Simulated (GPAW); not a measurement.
## HfB2: relaxation of cell and atoms with PBEsol+D3(BJ)+ATM

The system is HfB2.

```xyz
3
Lattice="3.1400 0.0000 0.0000 -1.5700 2.7193 0.0000 0.0000 0.0000 3.4800" Properties=species:S:1:pos:R:3 pbc="T T T"
Hf    0.0000    0.0000    0.0000
B     1.5700    0.9064    1.7400
B     0.0000    1.8129    1.7400
```

```json
{
 "Program": "GPAW 26.7.0",
 "Task": "relaxation of cell and atoms",
 "Functional": "PBEsol",
 "Dispersion": "D3(BJ)+ATM",
 "Potentials or basis": "PAW data sets generated in the run's folder for this functional",
 "Cutoff": "800 eV",
 "Basis": "pw",
 "k mesh": "7 × 7 × 6",
 "Occupations": "fermi-dirac, width 0.05 eV",
 "Spin": "no spin polarisation",
 "Maxiter": "150",
 "Optimizer": "BFGS",
 "Fmax": "0.02 eV/Å",
 "Max steps": "60",
 "Convergence": "density=1e-05 forces=0.0001"
}
```

* Relaxed volume: 9.60 Å³/atom
* Relaxed cell: a = 3.114 Å, b = 3.114 Å, c = 3.430 Å, α = 90.00°, β = 90.00°, γ = 120.00°
* Space group after relaxing (to 0.05 Å): P6/mmm (No. 191)
* Energy gained by relaxing: 8.0 meV/atom
* Ionic steps: 6
* Pressure after relaxing: -0.2 GPa
* Band gap on the k mesh: none (metal or under the smearing width)
* Dispersion energy per atom: -0.324 eV

Stress tensor (GPa, compression positive):
```
-0.14  0.00  0.00
 0.00 -0.14  0.00
 0.00  0.00 -0.30
```

Step by step:
| step | energy change (eV) | largest force (eV/Å) | pressure (GPa) | volume (Å³) |
| --- | --- | --- | --- | --- |
| 1 | 0.0000 | 0.0000 | -8.16 | 29.71 |
| 2 | -0.0095 | 0.0000 | -6.38 | 29.50 |
| 3 | -0.0234 | 0.0000 | 0.28 | 28.76 |
| 4 | -0.0235 | 0.0000 | 0.07 | 28.78 |
| 5 | -0.0238 | 0.0000 | -0.24 | 28.81 |
| 6 | -0.0239 | 0.0000 | -0.19 | 28.80 |

Final structure:
```xyz
3
Lattice="3.1137 0.0000 0.0000 -1.5569 2.6966 0.0000 0.0000 0.0000 3.4304" Properties=species:S:1:pos:R:3 pbc="T T T"
Hf    0.0000    0.0000    0.0000
B     1.5569    0.8989    1.7152
B     0.0000    1.7977    1.7152
```

Levels at points of the mesh, in eV from the Fermi level:
```tsv
k point	band 7	band 8	band 9	band 10	band 11	band 12
(0.00, 0.00, 0.00)	-2.82	-2.82	-2.50	4.32	4.32	5.05
(0.00, 0.00, 0.50)	-1.00	-1.00	0.43	0.43	1.18	1.18
```

Wall time 99 s on 1 thread of Arm Neoverse V1, on a shared host, peak memory 0.24 GiB.

Caveat: later steps reuse the first step's grids; pairwise dispersion overbinds metals, which lowers pressure and volume. The run has no spin-orbit coupling, so splittings on Hf are missing.
